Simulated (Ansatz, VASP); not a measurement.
## MoS2 in VASP and in Ansatz

```
Mo S
1.0
     0.00000    2.99595    2.99595
     2.99595    0.00000    2.99595
     2.99595    2.99595    0.00000
Mo S
1 2
Direct
  0.00181 0.01294 0.00515
  0.24434 0.24922 0.25721
  0.74746 0.75569 0.74825
```

Change from the starting cell: atoms moved at random, drawn with an rms of 0.05 Å.

Alike in both runs: task single point; functional PBE; k mesh 8 × 8 × 8; occupations fermi-dirac, width 0.05 eV; no spin polarisation.

|  | VASP | Ansatz |
| --- | --- | --- |
| version | VASP 6.6.1 | Ansatz 0.2.0 |
| potentials or method | VASP PAW PBE potentials, release 64 (Mo_sv, S), cutoff 520 eV | all-electron LAPW, scalar-relativistic |

|  | VASP | Ansatz | Ansatz less VASP |
| --- | --- | --- | --- |
| gap on the k mesh at the Fermi level (eV) | none | none | - |
| pressure (GPa) | -6.9 | -6.9 | +0.03 |
| largest component of the traceless stress (GPa) | 0.51 | 0.51 | -0.001 |
| rms of the force components (eV/Å) | 0.057 | 0.057 | -0.0005 |

Atom by atom the forces differ by 0.001 eV/Å (rms over components). A gap of «none» marks a metal or a gap that the smearing closes. Ansatz ran all-electron here, so the differences hold the error of VASP's frozen core and of both bases.
